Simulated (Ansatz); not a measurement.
# Dielectric response of ZnS (10-10) films, part 3 of 5

Aim: the electronic and static ε of wurtzite ZnS (10-10) from films of three thicknesses in a field.

Ansatz 0.2.0; plane-wave DFT, PBE, Ansatz PAW (set soft_1); PAW set soft_1 (the session's first sound run).

So far. Step 7 (Field on, atoms free, 12 atoms, field 0.05 V/Å): The dipole is 0.0600 e·Å, and the gap on the mesh 2.242 eV. Step 8 (Relaxing in the field, 12 atoms, field -0.05 V/Å): The dipole is -0.0600 e·Å, and the gap on the mesh 2.242 eV.

## 9. Response with the atoms relaxed, 12 atoms, units 3

This step: plane-wave DFT, PBE, Ansatz PAW (set soft_1); response to a field along the normal, atoms relaxed; PAW set soft_1 (Ansatz 0.2.0).

The two relaxed runs give the static response.

Numbers from this step:

* equivalent conductor thickness p/(ε₀AE): 9.074 Å
* distance between the outer atoms: 8.181 Å
* inner field over outer field: 0.1142
* local ε in the middle: 8.760

Local field over the applied field, running mean. From the potentials at -0.05 and 0.05 V/Å; running mean over 3.308 Å, taken twice. Table of local field over applied field by z:

z (Å), local field over applied field and a bar from the least value:
```
      4.0      0.989 ##############################
      4.5      0.988 ##############################
      5.0      0.968 #############################
      5.5      0.943 ############################
      6.0      0.909 ###########################
      6.5      0.840 #########################
      7.0      0.736 #####################
      7.5      0.625 ##################
      8.0      0.515 ##############
      8.5      0.407 ##########
      9.0      0.290 ######
      9.5      0.186 ###
     10.0      0.141 #
     10.5      0.127 #
     11.0      0.110 
     11.5      0.103 
     12.0      0.106 
     12.5      0.128 #
     13.0      0.136 #
     13.5      0.114 
     14.0      0.102 
     14.5      0.106 
     15.0      0.119 #
     15.5      0.134 #
     16.0      0.159 ##
     16.5      0.239 #####
     17.0      0.357 #########
     17.5      0.468 ############
     18.0      0.577 ################
     18.5      0.687 ####################
     19.0      0.797 #######################
     19.5      0.885 ##########################
     20.0      0.930 ############################
     20.5      0.957 #############################
     21.0      0.981 ##############################
     21.5      0.993 ##############################
```

The induced dipole is that of a conductor 9.07 Å thick.

## 10. Relaxing the film, 16 atoms, units 4

This step: plane-wave DFT, PBE, Ansatz PAW (set soft_1); PAW set soft_1 (Ansatz 0.2.0).

System of this step: ZnS (10-10), 4 units. The cell holds 16 atoms: 8 Zn and 8 S. Cell: a = 3.820 Å, b = 6.260 Å, c = 29.027 Å, α = 90.0°, β = 90.0°, γ = 90.0°. It derives from ZnS (wurtzite ZnS). Vacuum lies along c.

The next thickness, treated alike, so that differences show the interior and the faces cancel.

input.yaml

```yaml
crystal:
  lattice:
    - [3.82, 0.0, 0.0]
    - [0.0, 6.26, 0.0]
    - [0.0, 0.0, 29.0273901415]
  atoms:
    - { symbol: Zn, position: [0.0, 0.0, 0.3100519873] }
    - { symbol: S, position: [0.0, 0.375, 0.3100519873] }
    - { symbol: Zn, position: [0.5, 0.5, 0.3480415899] }
    - { symbol: S, position: [0.5, 0.875, 0.3480415899] }
    - { symbol: Zn, position: [0.5, 0.0, 0.4240207949] }
    - { symbol: S, position: [0.5, 0.375, 0.4240207949] }
    - { symbol: Zn, position: [0.0, 0.5, 0.4620103975] }
    - { symbol: S, position: [0.0, 0.875, 0.4620103975] }
    - { symbol: Zn, position: [0.0, 0.0, 0.5379896025] }
    - { symbol: S, position: [0.0, 0.375, 0.5379896025] }
    - { symbol: Zn, position: [0.5, 0.5, 0.5759792051] }
    - { symbol: S, position: [0.5, 0.875, 0.5759792051] }
    - { symbol: Zn, position: [0.5, 0.0, 0.6519584101] }
    - { symbol: S, position: [0.5, 0.375, 0.6519584101] }
    - { symbol: Zn, position: [0.0, 0.5, 0.6899480127] }
    - { symbol: S, position: [0.0, 0.875, 0.6899480127] }
kpoints:
  mp_grid: { grid: [8, 4, 1] }
hamiltonian:
  xc: pbe
  pseudopotentials: { kind: paw, azcp: { folder: soft_1 } }
scf:
  occupations: { method: fixed }
  convergence: { dr2_threshold: 1.0e-09 }
efield:
  axis: 3
  dipole_correction: true
  ramp_position: 0.97
  ramp_width: 0.06
relax:
  f_tol: 0.003
  max_steps: 100
output:
  write_potential: true
  write_density: true
  volumetric_format: npy
```

Started as:

```
> ansatz run input.yaml --threads 4 --pin off --max-ram 8192MiB --backend cpu --events-out ev --progress --plain --runs-dir out
```

Numbers of over 12 decimals in the logs are rounded to 6 here.

The log of the run:

```text
[...]
Crystal: 16 atoms, lattice volume = 694.138 Å³
Basis set: ecut = 420 eV, 13601 PW (Γ), exchange–correlation on 54×90×400 points (8 copies of the dense FFT grid, shifted against one another)
Bands: 88, of which v1, the nominal top of the filled ones, is band 72 counted from 1 (71 counted from 0)
Symmetry: 2 space group operations
[...]
- { symbol: Zn, position: [0.0, -0.010205, 0.539931] }
    - { symbol: S, position: [0.0, 0.366488, 0.537064] }
    - { symbol: Zn, position: [0.5, 0.493712, 0.574828] }
    - { symbol: S, position: [0.5, 0.868940, 0.578853] }
    - { symbol: Zn, position: [0.5, -0.016466, 0.658260] }
    - { symbol: S, position: [0.5, 0.367722, 0.652655] }
    - { symbol: Zn, position: [0.0, 0.546598, 0.674413] }
    - { symbol: S, position: [0.0, 0.883212, 0.698326] }
[key lines of the parts left out:]
SCF converged after 6 iterations
Free energy (F): -33780.692804 eV
Fermi energy:    -0.606930 eV
Dipole field:    D = -0.000000 V/Å  (p = -0.000000 e·Å, saw-weighted, corrected)
Work function:   Φ+ = 5.9773 eV   Φ− = 5.9773 eV
```

Elapsed: 4.1 min, on 4 threads of Arm Neoverse V1, shared host; peak memory 1.7 GiB.

Relaxation path:

```csv
step,energy less that of the first step (eV),largest force component (eV/Å)
1,0.0000,1.1499
2,-0.6827,0.7223
3,-0.9949,0.2986
4,-1.0495,0.0670
5,-1.0518,0.0579
6,-1.0546,0.0177
7,-1.0547,0.0046
8,-1.0547,0.0006
```

Forces are held to the 2 operations that the run works with; a distortion that breaks them can't arise in this run.

The atoms that moved most (Å):

```csv
atom,dx,dy,dz,length
Zn1,0.000,0.292,0.451,0.537
Zn15,0.000,0.292,-0.451,0.537
S16,0.000,0.051,0.243,0.249
S2,0.000,0.051,-0.243,0.249
Zn13,0.000,-0.103,0.183,0.210
Zn3,0.000,-0.103,-0.183,0.210
S6,0.000,-0.038,-0.083,0.092
S12,0.000,-0.038,0.083,0.092
```

The relaxed structure:

```cif
data_structure
_symmetry_space_group_name_H-M 'P 1'
_symmetry_Int_Tables_number 1
_cell_length_a 3.8200
_cell_length_b 6.2600
_cell_length_c 29.0274
_cell_angle_alpha 90.000
_cell_angle_beta 90.000
_cell_angle_gamma 90.000
_cell_volume 694.14
loop_
_atom_site_label
_atom_site_type_symbol
_atom_site_fract_x
_atom_site_fract_y
_atom_site_fract_z
_atom_site_occupancy
Zn1 Zn 0.00000 0.04660 0.32559 1
S2 S 0.00000 0.38321 0.30167 1
Zn3 Zn 0.50000 0.48353 0.34174 1
S4 S 0.50000 0.86772 0.34734 1
Zn5 Zn 0.50000 0.99371 0.42517 1
S6 S 0.50000 0.36894 0.42115 1
Zn7 Zn 0.00000 0.48979 0.46007 1
S8 S 0.00000 0.86649 0.46294 1
Zn9 Zn 0.00000 0.98979 0.53993 1
S10 S 0.00000 0.36649 0.53706 1
Zn11 Zn 0.50000 0.49371 0.57483 1
S12 S 0.50000 0.86894 0.57885 1
Zn13 Zn 0.50000 0.98353 0.65826 1
S14 S 0.50000 0.36772 0.65266 1
Zn15 Zn 0.00000 0.54660 0.67441 1
S16 S 0.00000 0.88321 0.69833 1
```

The relaxation took 8 steps and lowered the energy by 1.1 eV; the largest force on the free atoms ends at 6.4e-4 eV/Å.

The gap is 2.20 eV, with the valence edge 5.98 eV and the conduction edge 3.78 eV under the upper vacuum level.

## 11. The relaxed film, single point, 16 atoms, units 4

The next thickness, treated alike, so that differences show the interior and the faces cancel.

input.yaml

```yaml
crystal:
  lattice:
    - [3.82, 0.0, 0.0]
    - [0.0, 6.26, 0.0]
    - [0.0, 0.0, 29.0273901415]
  atoms:
    - { symbol: Zn, position: [0.0, 0.0465978268, 0.3255869558] }
    - { symbol: S, position: [0.0, 0.3832118799, 0.3016742058] }
    - { symbol: Zn, position: [0.5, 0.483534313, 0.341739729] }
    - { symbol: S, position: [0.5, 0.8677218751, 0.347344876] }
    - { symbol: Zn, position: [0.5, -0.0062883621, 0.42517161] }
    - { symbol: S, position: [0.5, 0.3689395301, 0.4211465042] }
    - { symbol: Zn, position: [0.0, 0.4897948313, 0.4600686744] }
    - { symbol: S, position: [0.0, 0.866488104, 0.4629361894] }
    - { symbol: Zn, position: [0.0, -0.0102051704, 0.5399313249] }
    - { symbol: S, position: [0.0, 0.3664881042, 0.5370638101] }
    - { symbol: Zn, position: [0.5, 0.4937116398, 0.574828391] }
    - { symbol: S, position: [0.5, 0.8689395327, 0.5788534949] }
    - { symbol: Zn, position: [0.5, -0.016465688, 0.658260272] }
    - { symbol: S, position: [0.5, 0.3677218749, 0.6526551234] }
    - { symbol: Zn, position: [0.0, 0.5465978282, 0.6744130449] }
    - { symbol: S, position: [0.0, 0.8832118806, 0.6983257943] }
kpoints:
  mp_grid: { grid: [8, 4, 1] }
hamiltonian:
  xc: pbe
  pseudopotentials: { kind: paw, azcp: { folder: soft_1 } }
scf:
  occupations: { method: fixed }
  convergence: { dr2_threshold: 1.0e-09 }
efield:
  axis: 3
  dipole_correction: true
  ramp_position: 0.97
  ramp_width: 0.06
output:
  eigenvalues: true
  write_potential: true
  write_density: true
  volumetric_format: npy
  elf: true
```

The log of the run:

```text
[...]
Crystal: 16 atoms, lattice volume = 694.138 Å³
Basis set: ecut = 420 eV, 13601 PW (Γ)
Bands: 88, of which v1, the nominal top of the filled ones, is band 72 counted from 1 (71 counted from 0)
Symmetry: 2 space group operations
k-points: 15 of 32 (time reversal used)
[...]
k-point 1: bands = [... 68 lower, -1.0970, -1.0690, -0.8763, -0.7601, 2.3115, 2.4934, 2.7869, 2.8043, ... 12 higher]
  k-point 2: bands = [... 68 lower, -1.1249, -1.1249, -1.0384, -1.0383, 2.7093, 2.7093, 2.8870, 2.8870, ... 12 higher]
  k-point 14: bands = [... 68 lower, -2.0536, -2.0536, -1.7614, -1.7614, 2.8200, 2.8200, 3.1764, 3.1764, ... 12 higher]
[key lines of the parts left out:]
SCF converged after 14 iterations
Free energy (F): -33780.692906 eV
Fermi energy:    -0.606863 eV
Dipole field:    D = 0.000000 V/Å  (p = 0.000001 e·Å, saw-weighted, corrected)
Work function:   Φ+ = 5.9772 eV   Φ− = 5.9772 eV
```

Wall time 58 s (4 threads); peak memory 1.9 GiB.

The gap is 2.20 eV, with the valence edge 5.98 eV and the conduction edge 3.78 eV under the upper vacuum level.

## 12. Atoms held, 16 atoms, units 4, field 0.05 V/Å

input.yaml: that of step 11 with these lines changed.

```diff
@@ -29,3 +29,3 @@
   occupations: { method: fixed }
-  convergence: { dr2_threshold: 1.0e-09 }
+  convergence: { dr2_threshold: 1.0e-10 }
 efield:
@@ -35,4 +35,4 @@
   ramp_width: 0.06
+  amplitude: 0.05
 output:
-  eigenvalues: true
   write_potential: true
@@ -40,2 +40 @@
   volumetric_format: npy
-  elf: true
```

The log of the run:

```text
[...]
Crystal: 16 atoms, lattice volume = 694.138 Å³
Basis set: ecut = 420 eV, 13601 PW (Γ)
Bands: 88, of which v1, the nominal top of the filled ones, is band 72 counted from 1 (71 counted from 0)
Symmetry: 2 space group operations
k-points: 15 of 32 (time reversal used)
[...]
k-point 0: bands = [... 68 lower, -1.0179, -0.8400, -0.7170, -0.5951, 1.5867, 2.1327, 2.7275, 2.8418, ... 12 higher]
  k-point 1: bands = [... 68 lower, -1.1029, -1.0581, -0.8853, -0.7499, 2.3046, 2.4985, 2.7813, 2.8088, ... 12 higher]
  k-point 2: bands = [... 68 lower, -1.1575, -1.0911, -1.0743, -1.0012, 2.6839, 2.7315, 2.8625, 2.9104, ... 12 higher]
  k-point 14: bands = [... 68 lower, -2.0477, -2.0211, -1.8050, -1.7173, 2.7999, 2.8382, 3.1709, 3.1796, ... 12 higher]
[key lines of the parts left out:]
SCF converged after 16 iterations
Free energy (F): -33780.694767 eV
Fermi energy:    -0.595139 eV
Dipole field:    D = 0.019405 V/Å  (p = 0.074438 e·Å, saw-weighted, corrected)
```

The job ended after 60 s (4 threads; peak memory 1.9 GiB).

The dipole is 0.0744 e·Å, and the gap on the mesh 2.182 eV.

## 13. Single point, 16 atoms, units 4, field -0.05 V/Å

input.yaml: that of step 12 with these lines changed.

```diff
@@ -35,3 +35,3 @@
   ramp_width: 0.06
-  amplitude: 0.05
+  amplitude: -0.05
 output:
```

The log of the run:

```text
[...]
Crystal: 16 atoms, lattice volume = 694.138 Å³
Basis set: ecut = 420 eV, 13601 PW (Γ)
Bands: 88, of which v1, the nominal top of the filled ones, is band 72 counted from 1 (71 counted from 0)
Symmetry: 2 space group operations
k-points: 15 of 32 (time reversal used)
[...]
k-point 0: bands = [... 68 lower, -1.0179, -0.8400, -0.7170, -0.5951, 1.5867, 2.1327, 2.7275, 2.8418, ... 12 higher]
  k-point 1: bands = [... 68 lower, -1.1029, -1.0581, -0.8853, -0.7499, 2.3046, 2.4985, 2.7813, 2.8088, ... 12 higher]
  k-point 2: bands = [... 68 lower, -1.1575, -1.0911, -1.0744, -1.0012, 2.6839, 2.7315, 2.8625, 2.9104, ... 12 higher]
  k-point 14: bands = [... 68 lower, -2.0477, -2.0211, -1.8050, -1.7173, 2.7999, 2.8382, 3.1709, 3.1796, ... 12 higher]
[key lines of the parts left out:]
SCF converged after 16 iterations
Free energy (F): -33780.694767 eV
Fermi energy:    -0.595138 eV
Dipole field:    D = -0.019404 V/Å  (p = -0.074436 e·Å, saw-weighted, corrected)
```

Wall time 61 s (4 threads); peak memory 1.9 GiB.

The dipole is -0.0744 e·Å, and the gap on the mesh 2.182 eV.

## 14. Response with the atoms held, 16 atoms, units 4

This step: plane-wave DFT, PBE, Ansatz PAW (set soft_1); response to a field along the normal, atoms held; PAW set soft_1 (Ansatz 0.2.0).

Local field over the applied field, running mean. From the potentials at -0.05 and 0.05 V/Å; running mean over 3.308 Å, taken twice. The local field over applied field by z:

```csv
z (Å),local field over applied field
4,0.977
5,0.973
6,0.896
7,0.741
8,0.533
9,0.340
10,0.220
11,0.174
12,0.167
13,0.169
14,0.169
15,0.169
16,0.169
17,0.167
18,0.174
19,0.218
20,0.336
21,0.527
22,0.736
23,0.893
24,0.972
```

The induced dipole is that of a conductor 11.27 Å thick.

## 15. Relaxing the film, 24 atoms, units 6

This step: plane-wave DFT, PBE, Ansatz PAW (set soft_1); PAW set soft_1 (Ansatz 0.2.0).

System of this step: ZnS (10-10), 6 units. The cell holds 24 atoms: 12 Zn and 12 S. Its edges and angles: a = 3.820 Å, b = 6.260 Å, c = 35.644 Å, α = 90.0°, β = 90.0°, γ = 90.0°. It derives from ZnS (wurtzite ZnS). Vacuum lies along c.

The next thickness, treated alike, so that differences show the interior and the faces cancel.

input.yaml

```yaml
crystal:
  lattice:
    - [3.82, 0.0, 0.0]
    - [0.0, 6.26, 0.0]
    - [0.0, 0.0, 35.6438242264]
  atoms:
    - { symbol: Zn, position: [0.0, 0.0, 0.2524981591] }
    - { symbol: S, position: [0.0, 0.375, 0.2524981591] }
    - { symbol: Zn, position: [0.5, 0.5, 0.2834358892] }
    - { symbol: S, position: [0.5, 0.875, 0.2834358892] }
    - { symbol: Zn, position: [0.5, 0.0, 0.3453113494] }
    - { symbol: S, position: [0.5, 0.375, 0.3453113494] }
    - { symbol: Zn, position: [0.0, 0.5, 0.3762490795] }
    - { symbol: S, position: [0.0, 0.875, 0.3762490795] }
    - { symbol: Zn, position: [0.0, 0.0, 0.4381245398] }
    - { symbol: S, position: [0.0, 0.375, 0.4381245398] }
    - { symbol: Zn, position: [0.5, 0.5, 0.4690622699] }
    - { symbol: S, position: [0.5, 0.875, 0.4690622699] }
    - { symbol: Zn, position: [0.5, 0.0, 0.5309377301] }
    - { symbol: S, position: [0.5, 0.375, 0.5309377301] }
    - { symbol: Zn, position: [0.0, 0.5, 0.5618754602] }
    - { symbol: S, position: [0.0, 0.875, 0.5618754602] }
    - { symbol: Zn, position: [0.0, 0.0, 0.6237509205] }
    - { symbol: S, position: [0.0, 0.375, 0.6237509205] }
    - { symbol: Zn, position: [0.5, 0.5, 0.6546886506] }
    - { symbol: S, position: [0.5, 0.875, 0.6546886506] }
    - { symbol: Zn, position: [0.5, 0.0, 0.7165641108] }
    - { symbol: S, position: [0.5, 0.375, 0.7165641108] }
    - { symbol: Zn, position: [0.0, 0.5, 0.7475018409] }
    - { symbol: S, position: [0.0, 0.875, 0.7475018409] }
kpoints:
  mp_grid: { grid: [8, 4, 1] }
hamiltonian:
  xc: pbe
  pseudopotentials: { kind: paw, azcp: { folder: soft_1 } }
scf:
  occupations: { method: fixed }
  convergence: { dr2_threshold: 1.0e-09 }
efield:
  axis: 3
  dipole_correction: true
  ramp_position: 0.97
  ramp_width: 0.06
relax:
  f_tol: 0.003
  max_steps: 100
output:
  write_potential: true
  write_density: true
  volumetric_format: npy
```

The log of the run:

```text
[...]
Crystal: 24 atoms, lattice volume = 852.358 Å³
Basis set: ecut = 420 eV, 16743 PW (Γ), exchange–correlation on 54×90×480 points (8 copies of the dense FFT grid, shifted against one another)
Bands: 132, of which v1, the nominal top of the filled ones, is band 108 counted from 1 (107 counted from 0)
Symmetry: 2 space group operations
[...]
- { symbol: Zn, position: [0.0, -0.00828898, 0.626076] }
    - { symbol: S, position: [0.0, 0.368875, 0.624433] }
    - { symbol: Zn, position: [0.5, 0.496659, 0.655107] }
    - { symbol: S, position: [0.5, 0.871784, 0.657974] }
    - { symbol: Zn, position: [0.5, -0.013819, 0.722641] }
    - { symbol: S, position: [0.5, 0.370504, 0.718417] }
    - { symbol: Zn, position: [0.0, 0.549396, 0.736074] }
    - { symbol: S, position: [0.0, 0.886344, 0.755324] }
[key lines of the parts left out:]
SCF converged after 6 iterations
Free energy (F): -50671.605939 eV
Fermi energy:    0.573754 eV
Dipole field:    D = -0.000000 V/Å  (p = -0.000000 e·Å, saw-weighted, corrected)
Work function:   Φ+ = 5.9894 eV   Φ− = 5.9894 eV
```

The job ended after 8.6 min (4 threads; peak memory 2.7 GiB; 34 min of CPU time).

The steps of the relaxation:

```csv
step,energy less that of the first step (eV),largest force component (eV/Å)
1,0.0000,1.1479
2,-0.6782,0.7310
3,-1.0044,0.2975
4,-1.0608,0.0647
5,-1.0647,0.0396
6,-1.0655,0.0138
7,-1.0656,0.0038
8,-1.0656,0.0004
```

Forces are held to the 2 operations that the run works with; a distortion that breaks them can't arise in this run.

The atoms that moved most (Å):

```csv
atom,dx,dy,dz,length
Zn1,0.000,0.309,0.407,0.511
Zn23,0.000,0.309,-0.407,0.511
S24,0.000,0.071,0.279,0.288
S2,0.000,0.071,-0.279,0.288
Zn21,0.000,-0.087,0.217,0.233
Zn3,0.000,-0.087,-0.217,0.233
S6,0.000,-0.020,-0.117,0.119
S20,0.000,-0.020,0.117,0.119
```

Running mean over 3.308 Å of the planar mean; the ramp of the sawtooth is left out. The electron's electrostatic potential energy less the highest filled level by z:

```csv
z (Å),electron's electrostatic potential energy less the highest filled level (eV)
4,5.99
5,5.98
6,5.90
7,4.73
8,1.02
9,-2.62
10,-3.19
11,-3.69
12,-3.10
13,-3.21
14,-3.12
15,-3.08
16,-3.21
17,-3.12
18,-3.10
19,-3.17
20,-3.16
21,-3.09
22,-3.14
23,-3.21
24,-3.18
25,-3.66
26,-3.10
27,-1.75
28,2.64
29,5.40
30,5.96
31,5.99
32,5.99
```

The relaxation took 8 steps and lowered the energy by 1.1 eV; the largest force on the free atoms ends at 4.3e-4 eV/Å.

The gap is 2.15 eV, with the valence edge 5.99 eV and the conduction edge 3.83 eV under the upper vacuum level.

## 16. Comparing the runs

Times are for 4 threads of Arm Neoverse V1, shared host. Results by setting:

```csv
no.,units,gap by band count (eV),"ionisation energy, upper face (eV)","electron affinity, upper face (eV)",time,memory (GiB)
1,3,2.244,5.972,3.728,2.2 min,1.3
2,4,2.196,5.977,3.782,4.1 min,1.7
3,6,2.154,5.989,3.835,8.6 min,2.7
```

The runs together. The valence density, planar mean by z:

```csv
z (Å),3 (e/Å³),4 (e/Å³),6 (e/Å³)
5.5,6.1e-5,6.6e-5,7.3e-5
6.0,2.6e-4,2.8e-4,3.1e-4
6.5,0.00117,0.00124,0.00139
7.0,0.00511,0.00544,0.00603
7.5,0.0237,0.0250,0.0275
8.0,0.0916,0.0948,0.103
8.5,0.192,0.196,0.203
9.0,0.364,0.387,0.441
9.5,1.04,1.03,1.03
10.0,0.939,0.915,0.855
10.5,0.278,0.275,0.255
11.0,0.132,0.130,0.125
11.5,0.158,0.164,0.172
12.0,0.393,0.451,0.516
12.5,0.824,0.768,0.718
13.0,0.579,0.565,0.586
13.5,0.717,0.724,0.690
14.0,0.218,0.218,0.203
14.5,0.123,0.124,0.122
15.0,0.191,0.207,0.224
15.5,0.563,0.689,0.774
16.0,1.08,0.587,0.523
16.5,0.653,0.742,0.727
17.0,0.235,0.485,0.492
17.5,0.139,0.170,0.161
18.0,0.0440,0.126,0.132
18.5,0.0102,0.258,0.330
19.0,0.00220,0.878,0.868
19.5,5.1e-4,1.04,0.480
20.0,1.2e-4,0.420,0.855
20.5,2.7e-5,0.201,0.326
21.0,5.0e-6,0.101,0.132
21.5,1.7e-6,0.0273,0.162
22.0,-1.2e-6,0.00595,0.478
22.5,0,0.00135,0.744
23.0,2.4e-6,3.0e-4,0.561
23.5,0,7.1e-5,0.722
24.0,0,1.6e-5,0.219
24.5,0,3.9e-6,0.123
25.0,-1.6e-6,0,0.198
25.5,0,0,0.617
```

(Part 3 of 5 ends here.)

[Logs are printed without paths, hosts, clocks, repeated set-up lines and the standing remarks that a program may print on its own settings, such as how far it seeks lower states.]

[Hosts, paths, dates, database ids (printed as entryN), source tags and the programs' standing remarks are cut or masked in the printed files.]

[Maps of the electrostatic potential energy from Ansatz leave out the sawtooth potential of an applied field or a dipole correction, so their vacuum need not be flat; planar profiles and work functions include it.]
